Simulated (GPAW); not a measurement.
Runs of GPAW 26.7.0 on Te2Mo. The structure is hexagonal, space group P6_3/mmc (No. 194). Conventional cell: a = 3.518 Å, b = 3.518 Å, c = 13.974 Å, α = 90.00°, β = 90.00°, γ = 120.00°. Around Te (site symmetry 3m) lie 3 Mo at 2.72 Å. Around Mo (site symmetry -6m2) lie 6 Te at 2.72 Å. 

```tsv
task	level	potentials or basis	spin	cell	k mesh	cutoff (eV)	eigensolver	maxiter	band path	band points	spin axis theta (degrees)	other keys	gap on the mesh (eV)	pressure (GPa)	relaxed volume (Å³/atom)	largest force (eV/Å)
band structure	revTPSS	GPAW PAW data sets (gpaw-data 1.2.1), pw	SOC, no magnetisation	as given	5 × 5 × 2	600	davidson	150	GMKGALHA,LM,KH	60	54.7	-	0.67	-0.8	-	0.02
band structure	vdW-DF2	GPAW PAW data sets (gpaw-data 1.2.1), pw	SOC, no magnetisation	as given	5 × 5 × 2	600	-	150	GMKGALHA,LM,KH	80	90	-	0.69	-	-	0.93
one-shot levels on a semilocal density	TPSS	GPAW PAW data sets (gpaw-data 1.2.1), pw	off	as given	4 × 4 × 1	500	-	60	-	-	-	several, not listed	0.91	-	-	-
relaxation of cell and atoms	MS2	GPAW PAW data sets (gpaw-data 1.2.1), pw	off	relaxed	5 × 5 × 2	600	-	150	-	-	-	-	1.00	0.0	25.44	0.01
band structure	vdW-DF-cx	GPAW PAW data sets (gpaw-data 1.2.1), pw	SOC, no magnetisation	as given	5 × 5 × 2	600	-	150	GMKGALHA,LM,KH	80	0	-	0.66	-	-	0.16
relaxation of cell and atoms	rSCAN	GPAW PAW data sets (gpaw-data 1.2.1), pw	off	relaxed	5 × 5 × 2	600	-	150	-	-	-	-	1.02	0.0	26.73	0.01
band structure	LDA	JTH PAW 2.0, LDA, pw	off	as given	5 × 5 × 2	600	-	150	GMKGALHA,LM,KH	80	-	-	0.64	(b)	-	0.17
relaxation of cell and atoms	AM05	PAW data sets generated in the run's folder for this functional, pw	off	relaxed to 5 GPa	5 × 5 × 2	600	-	150	-	-	-	-	0.37	4.9	-	0.01
band structure	LDA	the program's PAW data sets (release 1.2.1) made for this functional, other valence, pw	off	as given	5 × 5 × 2	600	-	150	GMKGALHA,LM,KH	80	-	-	0.65	(a)	-	0.33
band structure	AM05	PAW data sets generated in the run's folder for this functional, pw	SOC, no magnetisation	as given	5 × 5 × 2	600	-	150	GMKGALHA,LM,KH	60	0	-	0.69	(c)	-	0.27
```

Alike in all rows: smearing fermi-dirac 0.05 eV; the mesh is coarse, so values aren't converged.

Problem. Fill in the values left out.

Solution. (a) -4.7; (b) -2.1; (c) -1.9.

Caveats: some runs use coarse meshes; the PAW data sets were made with another functional, which shifts forces and pressure a little (some runs); spin-orbit coupling is left out, which moves the levels of the heavy elements (some runs); spin-orbit coupling was added after a scalar SCF, so levels and gaps hold it while energy, forces, pressure and moments don't (some runs); this program's spin-orbit splittings come out too wide for heavy elements (some runs); this functional lacks dispersion, which binds the layers, so the pressure and a relaxed spacing across them are unreliable (some runs); an odd mesh through Γ misses points on the zone boundary, where band edges often lie (some runs); later steps reuse the first step's grids (some runs).

A k mesh can miss the band edges, and rows without SOC leave out spin-orbit coupling on Mo, Te.

The runs don't all hold the same shells in valence.

Runs at the PBE level aren't shown here.
